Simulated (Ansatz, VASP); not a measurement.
SnTe: VASP beside Ansatz

```
Sn Te
1.0
     0.00000    3.53374    3.53374
     3.53374    0.00000    3.53374
     3.53374    3.53374    0.00000
Sn Te
1 1
Direct
  0.00000 0.00000 0.00000
  0.25000 0.25000 0.25000
```

Change from the starting cell: volume scaled by 0.9405, crystal datasets.

Alike in both runs: task electric field gradients; functional PBE; k mesh 9 × 9 × 9; occupations fermi-dirac, width 0.05 eV; no spin polarisation.

|  | VASP | Ansatz |
| --- | --- | --- |
| version | VASP 6.6.1 | Ansatz 0.2.0 |
| potentials or method | VASP PAW PBE potentials, release 64 (Sn_d, Te), cutoff 520 eV | all-electron PAW with datasets made for the crystal, scalar-relativistic |

|  | VASP | Ansatz | Ansatz less VASP |
| --- | --- | --- | --- |
| pressure (GPa) | 1.7 | 1.7 | +0.01 |
| Vzz of the field gradient on the site that differs most (V/Å²) | 0.0 | 0.0 | 0.00 |

Ansatz ran all-electron here, so the differences hold the error of VASP's frozen core and of both bases. Ansatz warned: «gradients_without_spin_orbit».

Spin-orbit coupling is left out, which matters for the levels of Te.
